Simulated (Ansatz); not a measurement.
# CoSi2 (Fm-3m) in Ansatz: notebook, part 2 of 2

Ansatz 0.2.0. The steps go on from the part before.

## (3) Relaxation of cell and atoms, BLYP+D4, collinear spin, ferromagnetic start

input.yaml reads:

```yaml
crystal:
  lattice:
    - [0.0, 2.678, 2.678]
    - [2.678, 0.0, 2.678]
    - [2.678, 2.678, 0.0]
  atoms:
    - { symbol: Co, position: [0.0, 0.0, 0.0], spin: 2.0 }
    - { symbol: Si, position: [0.75, 0.75, 0.75] }
    - { symbol: Si, position: [0.25, 0.25, 0.25] }
hamiltonian:
  xc: blyp
  pseudopotentials: { kind: paw }
  dispersion: d4
magnetization:
  spin_polarized: true
kpoints:
  mp_grid: { grid: [9, 9, 9] }
scf:
  occupations: { method: fermi_dirac, width: 0.05 }
output:
  forces: true
  stress: true
relax:
  f_tol: 0.01
  max_steps: 40
  cell: { stress_tol: 0.05 }
```

Potentials or basis: Ansatz PAW.

The run is started by

```
$ ansatz run input.yaml --threads 2 --pin off --max-ram 5632MiB --backend cpu --events-out ev --progress --plain --runs-dir out
```

Log:

```text
Warning: RAYON_NUM_THREADS=2 ignored (pool sized by the plan → 2); use --threads N
Engine: ansatz 0.2.0, x86_64-unknown-linux-gnu
Pseudopotentials: kind: paw
Pseudopotential: Co, paw, valence charge 17, recommended cutoff 420 eV (normal), Co.paw.azcp
Pseudopotential: Si, paw, valence charge 4, recommended cutoff 420 eV (normal), Si.paw.azcp
Functional definition: BLYP
  parameter beta = 0.0042
  parameter a = 0.04918
  parameter b = 0.132
  parameter c = 0.2533
  parameter d = 0.349
  exchange = b88_x(beta = beta)
  correlation = lyp_c(a = a, b = b, c = c, d = d)
Crystal: 3 atoms, lattice volume = 38.412 Å³
Basis set: ecut = 420 eV, 749 PW (Γ), exchange–correlation on 54×54×54 points (8 copies of the dense FFT grid, shifted against one another)
Bands: 18, of which v1, the nominal top of the filled ones, is band 13 counted from 1 (12 counted from 0)
Symmetry: 48 space group operations
Space group: Fm-3m (ITA 225), of the structure as read, at distance tolerance 3.4e-5 Å
Magnetic group: BNS 225.116 (UNI 1618), of the structure as read, at distance tolerance 3.4e-5 Å
k-points: 35 of 729
Non-local potential: Co, projectors of the file, l = 0: 3, l = 1: 2, l = 2: 3, l = 3: 1
Non-local potential: Si, projectors of the file, l = 0: 2, l = 1: 2, l = 2: 2
PAW form: soft (Blöchl's): semilocal exchange-correlation on the pseudo side does not see the compensation charge
PAW frozen core: Co, regenerated for the run's functional, and the local potential with it (the file was generated under x = pbe(κ = 0.804, μ = 0.2195149727645171), c = pbe(β = 0.06672455060314922))
PAW frozen core: Si, regenerated for the run's functional, and the local potential with it (the file was generated under x = pbe(κ = 0.804, μ = 0.2195149727645171), c = pbe(β = 0.06672455060314922))
PAW one-centre angular grid: Co, 590 points (default); XC on 64 Gauss nodes
PAW one-centre angular grid: Si, 110 points (default); XC on 64 Gauss nodes
Initial density: superposition of atomic densities (chi_scale 0.1, normalization cell)
Starting moments: Σ|m| = 2 μB on 1 of 3 sites
Initial wavefunctions: pseudopotential atomic-orbital guess
Functional: x = b88, c = lyp
SCF iter   1: F=—  HF=-6413.692257 eV  |F-HF|=—  |Δ(HF+E_count)|=         —  Δρ=8.59e-2 (↑8.59e-2 ↓4.22e-2)  dr2=1.23e0  dr2_m=1.18e0  M=0.767 μB ∫|m|=1.392 μB  β_m=0.30  ethr=3.10e-3  ⟨swp⟩=5.8  Hψ=6292  notcnv=0
Mixer restart at iter 1: flushing history
preconditioner: auto → Kerker (q_TF=auto, 2.540 Å⁻¹)  [metal: Δε(μ)=0.061 eV  Ē_g=8.885 eV  σ=0.050 eV  W_gap=0.30  n_scr=14 (ndim 8)  ℏωp=24.7 eV  f_vac=0.000  D(μ)=2.40/eV (n_scr^D=26)]
spin=Collinear: Kerker preconditioning applied to the charge; magnetization (m = ρ↑ − ρ↓) channel mixes plain (no charge-response kernel on spin).
SCF iter   2: F=—  HF=-6413.809272 eV  |F-HF|=—  |Δ(HF+E_count)|=   1.17e-1  Δρ=6.52e-2 (↑4.47e-2 ↓6.52e-2)  dr2=9.84e-1  dr2_m=9.42e-1  M=0.685 μB ∫|m|=1.187 μB  β_m=0.60  ethr=3.10e-3  ⟨swp⟩=2.4  Hψ=2319  notcnv=0  defer=44
SCF iter   3: F=—  HF=-6415.533316 eV  |F-HF|=—  |Δ(HF+E_count)|=    1.72e0  Δρ=5.94e-2 (↑3.49e-2 ↓5.94e-2)  dr2=8.60e-1  dr2_m=7.19e-1  M=0.456 μB ∫|m|=0.848 μB  β_m=0.25  ethr=3.10e-3  ⟨swp⟩=2.1  Hψ=1929  notcnv=0  defer=40
SCF iter   4: F=—  HF=-6416.325715 eV  |F-HF|=—  |Δ(HF+E_count)|=   7.92e-1  Δρ=3.48e-2 (↑3.48e-2 ↓2.77e-2)  dr2=1.95e-1  dr2_m=3.10e-1  M=0.272 μB ∫|m|=0.526 μB  β_m=0.63  ethr=3.10e-3  ⟨swp⟩=2.1  Hψ=2271  notcnv=0  defer=67
SCF iter   5: F=—  HF=-6416.188359 eV  |F-HF|=—  |Δ(HF+E_count)|=         —  Δρ=3.00e-2 (↑1.76e-2 ↓3.00e-2)  dr2=5.79e-1  dr2_m=1.61e-2  M=-0.012 μB ∫|m|=0.013 μB  β_m=0.63  ethr=7.80e-4  ⟨swp⟩=3.3  Hψ=2736  notcnv=0  defer=69
Mixer restart at iter 5: flushing history
[... 62 lines left out ...]
SCF iter   2: F=—  HF=-6416.507922 eV  |F-HF|=—  |Δ(HF+E_count)|=   3.88e-6  Δρ=6.10e-5 (↑6.10e-5 ↓6.10e-5)  dr2=3.79e-6  dr2_m=2.25e-14  M=0.000 μB ∫|m|=0.000 μB  β_m=0.36  ethr=1.40e-8  ⟨swp⟩=2.0  Hψ=2120  notcnv=0
SCF iter   3: F=—  HF=-6416.507922 eV  |F-HF|=—  |Δ(HF+E_count)|=   2.62e-7  Δρ=2.05e-5 (↑2.05e-5 ↓2.05e-5)  dr2=2.09e-7  dr2_m=9.87e-16  M=-0.000 μB ∫|m|=0.000 μB  β_m=0.41  ethr=1.40e-8  ⟨swp⟩=2.9  Hψ=2105  notcnv=0
SCF iter   4: F=—  HF=-6416.507922 eV  |F-HF|=—  |Δ(HF+E_count)|=   2.08e-7  Δρ=3.55e-6 (↑3.55e-6 ↓3.55e-6)  dr2=1.75e-8  dr2_m=4.20e-15  M=0.000 μB ∫|m|=0.000 μB  β_m=0.70  ethr=8.35e-10  ⟨swp⟩=1.0  Hψ=1260  notcnv=0
SCF iter   5: F=—  HF=-6416.507923 eV  |F-HF|=—  |Δ(HF+E_count)|=   2.85e-7  Δρ=3.62e-6 (↑3.62e-6 ↓3.62e-6)  dr2=1.85e-8  dr2_m=2.09e-15  M=-0.000 μB ∫|m|=0.000 μB  β_m=0.82  ethr=7.02e-11  ⟨swp⟩=2.5  Hψ=2120  notcnv=0
SCF iter   6: F=—  HF=-6416.507923 eV  |F-HF|=—  |Δ(HF+E_count)|=   6.80e-8  Δρ=1.77e-6 (↑1.77e-6 ↓1.77e-6)  dr2=3.88e-9  dr2_m=1.65e-16  M=-0.000 μB ∫|m|=0.000 μB  β_m=0.90  ethr=7.02e-11  ⟨swp⟩=2.9  Hψ=2510  notcnv=0
SCF iter   7: F=—  HF=-6416.507923 eV  |F-HF|=—  |Δ(HF+E_count)|=   7.24e-9  Δρ=2.36e-7 (↑2.36e-7 ↓2.36e-7)  dr2=6.93e-11  dr2_m=2.45e-18  M=-0.000 μB ∫|m|=0.000 μB  β_m=0.95  ethr=1.55e-11  ⟨swp⟩=2.9  Hψ=2544  notcnv=0
SCF iter   8: F=—  HF=-6416.507923 eV  |F-HF|=—  |Δ(HF+E_count)|=  7.09e-11  Δρ=2.98e-8 (↑2.98e-8 ↓2.98e-8)  dr2=1.24e-12  dr2_m=2.25e-19  M=-0.000 μB ∫|m|=0.000 μB  β_m=0.97  ethr=1.00e-12  ⟨swp⟩=2.3  Hψ=1752  notcnv=0
SCF iter   9: F=-6416.507923 eV  HF=-6416.507923 eV  |F-HF|=9.09e-13  |Δ(HF+E_count)|=  2.73e-12  Δρ=1.19e-8 (↑1.19e-8 ↓1.19e-8)  dr2=1.45e-13  dr2_m=3.29e-21  M=-0.000 μB ∫|m|=0.000 μB  ethr=1.00e-12  ⟨swp⟩=4.0  Hψ=4671  notcnv=0
the starting moments were not kept: the SCF closed with an absolute magnetisation of 4.9e-11 μB, where they sum to 2 μB in size (1 site). That is at most 0.1 of that sum. Measured as dr2_m measures the in/out step, that magnetisation stands 1.2e-21 eV from none, at or under the dr2_threshold of 3.0e-11 eV: it is no larger than a step whose dr2_m would equal this threshold.
SCF 5 converged in 9 iterations: F = -6416.507923 eV  dr2 = 1.45e-13
relax step   5: F+E_penalty+E_count = -6416.50792267 eV  Δ(F+E_penalty+E_count) = +3.822e-4 eV  max|allowed force component| = 1.974e-16 eV/Å  Δτ_max = 0.0000 Å  P = -0.020 GPa  Ω = 37.587 Å³  stress off target by 2.04e-2 GPa  SCF on the basis re-selected at this cell (its energy is not comparable with the rows above)  (9 SCF iters)
basis re-selected at this cell: Δ(F+E_penalty+E_count) = +3.822e-4 eV, ΔP = -0.022 GPa vs the last step (what re-selecting the basis moved, of the pressure what is left beyond the Pulay correction that the steps carried, after the strain that the cell walked since its last selection, with what the two solves' SCF thresholds leave and, on support functions, any second-order correction that the steps lacked; it is no measure of the basis error at this ecutwfc). This SCF's stress stands 2.04e-2 GPa from its target on what of the cell is left free (relax.cell.stress_tol is 5.00e-2 GPa) and its largest allowed force component is 1.97e-16 eV/Å (relax.f_tol is 1.00e-2 eV/Å): within both
SCF converged after 9 iterations
Magnetization: -0.0000 μB (12.5000 up, 12.5000 down)
Absolute magnetization: 0.0000 μB (∫|ρ↑−ρ↓|, with the PAW one-centre terms)
Spin contamination: 0.0000 ħ² per cell (⟨S²⟩ above its minimum at these occupations)
Per-site moments (μB) at R_I (Å): [(1.5673591447443556e-11, 0.9497790859411345), (-4.406186553395767e-12, 0.9497790859411345), (-4.406119377648406e-12, 0.9497790859411348)]
Free energy (F): -6416.507923 eV
Harris-Foulkes:  -6416.507923 eV  (|F-HF|=9.09e-13)
Internal energy: -6416.498405 eV  (E = F + TS)
E sigma→0 (E₀):  -6416.503164 eV
Entropy (-TS):   -0.009518 eV (-3.173 meV/atom)
Fermi energy:    13.709745 eV
--- Per-component energies (eV) ---
  E_band       = -263.431913
  E_kinetic    = 550.640765
  E_local      = -4078.786711  (includes V_loc(G=0)·N_el)
  E_nonlocal   = 503.450420
  E_hartree    = 1779.457928
  E_xc         = -270.562002
  E_vxc        = -299.815747  (∫ρ·V_xc dr)
  E_paw        = -2562.675958  (= ΣΔE_a)
  E_vpaw       = -497.836546  (= ΣTr[D̂ρ^β])
  E_aug_tail   = 0.000079  (compensation charges beyond the density's cutoff)
  E_ewald      = -2335.323850
  E_disp       = -2.735063  (pairwise vdW)
  E_core_change = 0.035986  (= ΣΔE_core)
  E_smearing   = -0.009518  (= −TS)
  E_closure    = 0.000000  (closes the sum)
  Σ components = -6416.507923   (vs F -6416.507923, Δ=0.00e0)
--- Forces (eV/Å), atoms counted from 1 ---
  atom   1  Co    -0.00000000     0.00000000     0.00000000
  atom   2  Si    -0.00000000    -0.00000000    -0.00000000
  atom   3  Si     0.00000000     0.00000000     0.00000000
  max |Σ_I F_I| component: 2.78e-17 eV/Å
--- Stress (GPa, compression-positive) ---
       -0.020384      -0.000000      -0.000000
       -0.000000      -0.020384      -0.000000
       -0.000000      -0.000000      -0.020384
  P = ⅓ Tr σ = -0.0204 GPa (-0.204 kbar)
--- Relaxed structure (4 steps of the walk, 4 accepted, 1 SCFs on fresh bases) ---
  F+E_penalty+E_count = -6416.50792267 eV   max|allowed force component| = 1.974e-16 eV/Å   (the final SCF, on the basis selected at the relaxed cell)
  cell:  # Å, volume = 37.5867 Å³
    - [2.1217447601049704e-34, 2.658691931824441, 2.658691931824441]
    - [2.658691931824441, 1.2937468056953542e-34, 2.658691931824441]
    - [2.658691931824441, 2.658691931824441, 3.375683971793328e-34]
  atoms:
    - { symbol: Co, position: [7.191672682551291e-35, -6.692250968485229e-35, -4.994217140660619e-35] }
    - { symbol: Si, position: [0.7499999999999998, 0.7499999999999998, 0.7499999999999998] }
    - { symbol: Si, position: [0.25, 0.25, 0.25] }
```

Run time: 5.6 s. Hardware: 2 threads of Intel Xeon 6975P-C (Granite Rapids), shared host; peak memory 0.4 GiB.

What came out:

```yaml
Free_energy: -6416.5079 eV
Relaxed_volume: 12.53 Å³/atom
Relaxed_cell: a = 3.760 Å, b = 3.760 Å, c = 3.760 Å, α = 60.00°, β = 60.00°, γ = 60.00°
Space_group_after_relaxing_to_0.05_Å: Fm-3m (No. 225)
Energy_gained_by_relaxing: 3.3 meV/atom
Ionic_steps: 5
Pressure_after_relaxing: 0.0 GPa
Net_moment: 0.00 μB per cell
Absolute_moment: 0.00 μB per cell
```

Step by step:
```tsv
step	energy change (eV)	largest force (eV/Å)	volume (Å³)
1	0.0000	0.0000	38.41
2	-0.0082	0.0000	37.95
3	-0.0103	0.0000	37.57
4	-0.0103	0.0000	37.59
5	-0.0099	0.0000	37.59
```

Final structure:
```
Co Si
1.0
     0.00000    2.65869    2.65869
     2.65869    0.00000    2.65869
     2.65869    2.65869    0.00000
Co Si
1 2
Direct
  0.00000 0.00000 0.00000
  0.75000 0.75000 0.75000
  0.25000 0.25000 0.25000
```

Caveat: the starting moments collapsed, and a magnetic state may lie lower; the plane-wave basis is chosen anew once the cell has moved, so the energies of steps on either side of that aren't comparable; the PAW data sets come from PBE, with cores solved anew for the run's functional, which leaves a small shift of forces and pressure; the starting moments weren't kept.
